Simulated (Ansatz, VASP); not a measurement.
# One calculation of PtSe2, two programs

Contents of INCAR:

```
SYSTEM = PtSe2
PREC     = Accurate       ! precision mode
ENCUT    = 520            ! plane-wave cutoff, eV
EDIFF    = 1E-6           ! SCF threshold, eV
ISMEAR   = 0              ! smearing method
SIGMA    = 0.15           ! smearing width, eV
LREAL    = .FALSE.        ! projectors in reciprocal space
LASPH    = .TRUE.         ! aspherical terms in the spheres
NELM     = 80             ! most SCF steps
ALGO     = Normal         ! electronic algorithm
ISIF     = 2              ! what is computed and relaxed
LWAVE    = .FALSE.        ! write WAVECAR
LCHARG   = .FALSE.        ! write CHGCAR
GGA      = PE             ! functional
IVDW     = 12             ! dispersion correction
NBANDS   = 18             ! bands
```

The input KPOINTS:

```
Automatic mesh
0
G
  12 12 8
  0 0 0
```

The input POSCAR:

```
PtSe2
1.0
    3.8231475509      0.0000000000      0.0000000000
   -1.9115737755      3.3109429015      0.0000000000
    0.0000000000      0.0000000000      4.6925313040
Pt Se
1 2
Direct
    0.0000000000      0.0000000000      0.0000000000
    0.3333333333      0.6666666667      0.2026831210
    0.6666666667      0.3333333333      0.7973168790
```

Input for Ansatz:

```yaml
crystal:
  lattice:
    - [3.8231475509, 0.0, 0.0]
    - [-1.9115737755, 3.3109429015, 0.0]
    - [0.0, 0.0, 4.692531304]
  atoms:
    - { symbol: Pt, position: [0.0, 0.0, 0.0] }
    - { symbol: Se, position: [0.3333333333, 0.6666666667, 0.202683121] }
    - { symbol: Se, position: [0.6666666667, 0.3333333333, 0.797316879] }
basis:
  ecutwfc: 420
kpoints:
  mp_grid: { grid: [12, 12, 8] }
hamiltonian:
  xc: pbe
  pseudopotentials: { kind: paw, azcp: { folder: soft_1 } }
  dispersion: d3bj
scf:
  occupations: { method: gaussian, width: 0.15 }
output:
  forces: true
  stress: true
  eigenvalues: true
  write_density: true
  write_potential: true
  elf: true
  volumetric_format: npy
```

Alike in both runs: task single point; functional PBE; dispersion D3(BJ); k mesh 12 × 12 × 8; occupations gaussian, width 0.15 eV; no spin polarisation.

|  | VASP | Ansatz |
| --- | --- | --- |
| version | VASP 6.6.1 | Ansatz 0.2.0 |
| potentials or method | VASP PAW PBE potentials, release 64 (Pt, Se) | scalar-relativistic, plane waves, PAW |
| plane-wave cutoff (eV) | 520 | 420 |
| valence electrons in the cell | 22 | 50 |

```tsv
	VASP	Ansatz	Ansatz less VASP
gap on the k mesh at the Fermi level (eV)	0.05	0.05	-0.001
least direct gap on the mesh (eV)	0.23	0.23	-0.001
pressure (GPa)	20.3	20.2	-0.11
largest component of the traceless stress (GPa)	4.11	4.07	-0.038
rms of the force components (eV/Å)	1.767	1.759	-0.0077
```

Atom by atom the forces differ by 0.008 eV/Å (rms over components). The two sets of potentials don't hold the same shells in valence.

Caveats: so large a pressure means that the cell lies far from this level's equilibrium, or that cutoff or potentials fall short (VASP); spin-orbit coupling is left out, which moves the levels of the heavy elements; forces of over 1 eV/Å show positions far from the minimum, so gaps and moduli don't describe the material at rest.
